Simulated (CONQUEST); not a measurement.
Crystal: Br.

```xyz
2
Lattice="2.8470 0.0000 0.0000 0.0000 2.8470 0.0000 0.0000 0.0000 7.1550" Properties=species:S:1:pos:R:3 pbc="T T T"
Br    0.0000    0.0000    0.0000
Br    1.4235    1.4235    3.5775
```

- Program: CONQUEST 1.3
- Task: single point
- Functional: PBE
- Potentials or basis: PseudoDojo NC PBE, DZP, grid cutoff 120 Ha
- k mesh: 9 × 9 × 4
- Occupations: fermi-dirac, width 0.05 eV
- Spin: no spin polarisation

On this cell: pressure 2.6 GPa; largest force under 0.003 eV/Å; band gap on the k mesh none (metal or under the smearing width).

The same run follows on a disturbed copy (atoms of the box moved at random, drawn with an rms of 0.05 Å):

```xyz
2
Lattice="2.8470 0.0000 0.0000 0.0000 2.8470 0.0000 0.0000 0.0000 7.1550" Properties=species:S:1:pos:R:3 pbc="T T T"
Br    0.0206    0.0374   -0.0556
Br    1.4307    1.4070    3.5327
```

Task: What does the disturbed cell give?

Result: The energy (extrapolated to zero smearing) moves by +0.3 meV/atom; pressure 2.5 GPa; largest force 0.009 eV/Å; band gap on the k mesh none (metal or under the smearing width).

Forces in eV/Å, atoms in the order of the input:
```
Br   0.000 -0.008  0.005
Br   0.002  0.005 -0.003
```

Stress tensor (GPa, compression positive):
```
3.55 0.00 0.00
0.00 3.21 0.00
0.00 0.00 0.60
```

Caveats: the basis of atomic orbitals isn't converged, which shifts pressures, moduli and gaps; the box holds several primitive cells, so bands are folded and the points are those of the box's own zone (some runs); this functional lacks dispersion, which binds the layers, so the pressure and a relaxed spacing across them are unreliable (some runs).
